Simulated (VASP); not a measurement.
A run of VASP 6.6.1:

The input INCAR:

```
PREC     = Accurate       # precision mode
ENCUT    = 520            # plane-wave cutoff, eV
EDIFF    = 1E-6           # SCF threshold, eV
ISMEAR   = 0              # smearing method
SIGMA    = 0.016          # smearing width, eV
LREAL    = F              # projectors in reciprocal space
LASPH    = T              # aspherical terms in the spheres
NELM     = 60             # most SCF steps
ALGO     = Fast           # electronic algorithm
ISIF     = 2              # what is computed and relaxed
LWAVE    = F              # write WAVECAR
LCHARG   = F              # write CHGCAR
GGA      = PE             # functional
NBANDS   = 11             # bands
```

File KPOINTS:

```
regular mesh
0
Gamma
  12 12 12
```

Contents of POSCAR:

```
Pt
1.0
    0.0000000000      1.9609000000      1.9609000000
    1.9609000000      0.0000000000      1.9609000000
    1.9609000000      1.9609000000      0.0000000000
Pt
1
Direct
    0.0000000000      0.0000000000      0.0000000000
```

Potentials or basis: VASP PAW PBE potentials, release 64 (Pt).

Run with:

```sh
$ cat potpaw_PBE.64/Pt/POTCAR > POTCAR
$ mpirun -np 1 vasp_std > vasp.out
```

Hardware: 1 thread of Intel(R) Xeon(R) Platinum 8488C (Sapphire Rapids) (shared host).

Task: How long does it take, and how much memory?

Result: Wall time 8.9 s on 1 thread of Intel(R) Xeon(R) Platinum 8488C (Sapphire Rapids), with other jobs on the host, peak memory 0.14 GiB. Counts: scf iterations 13, k points 72.
